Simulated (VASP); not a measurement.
Input of a VASP 6.6.1 run:

INCAR

```
SYSTEM = CdGeAs2
ALGO = Normal ; EDIFF = 1E-6
EDIFFG = -0.01 ; ENCUT = 600
GGA = PE ; IBRION = 2
ISIF = 3 ; ISMEAR = 0
KPAR = 2 ; LASPH = .True.
LCHARG = .False. ; LREAL = .False.
LWAVE = .False. ; NELM = 80
NSW = 90 ; PREC = Accurate
SIGMA = 0.03
```

KPOINTS

```
k-points
0
Gamma
  8 8 8
  0 0 0
```

Contents of POSCAR:

```
CdGeAs2
1.0
   -2.9888745628      2.9888745628      5.6642966801
    2.9888745628     -2.9888745628      5.6642966801
    2.9888745628      2.9888745628     -5.6642966801
Cd Ge As
2 2 4
Direct
    0.2500000000      0.7500000000      0.5000000000
    0.5000000000      0.5000000000      0.0000000000
    0.0000000000      0.0000000000      0.0000000000
    0.7500000000      0.2500000000      0.5000000000
    0.8750000000      0.3462175700      0.9712175700
    0.6537824300      0.6250000000      0.5287824300
    0.3750000000      0.9037824300      0.0287824300
    0.0962175700      0.1250000000      0.4712175700
```

Potentials or basis: VASP PAW PBE potentials, release 64 (Cd, Ge_d, As).

Run with:

```console
$ cat potpaw_PBE.64/Cd/POTCAR potpaw_PBE.64/Ge_d/POTCAR potpaw_PBE.64/As/POTCAR > POTCAR
$ mpirun -np 2 vasp_std > vasp.out
```

Q: What does it give for the relaxed volume?

A: 26.34 Å³/atom.

Q: What does it give for the relaxed cell?

A: a = 7.164 Å, b = 7.164 Å, c = 7.164 Å, α = 129.99°, β = 129.99°, γ = 73.43°.

Final structure:
```xyz
8
Lattice="-3.0285 3.0285 5.7429 3.0285 -3.0285 5.7429 3.0285 3.0285 -5.7429" Properties=species:S:1:pos:R:3 pbc="T T T"
Cd    3.0285    0.0000    2.8715
Cd    0.0000    0.0000    5.7429
Ge   -3.0285    3.0285    5.7429
Ge    0.0000    3.0285    2.8715
As    1.3511    4.5428    1.4357
As    1.5143    1.6775    4.3072
As    1.6775   -1.5143    7.1787
As    1.5143    1.3511   -1.4357
```
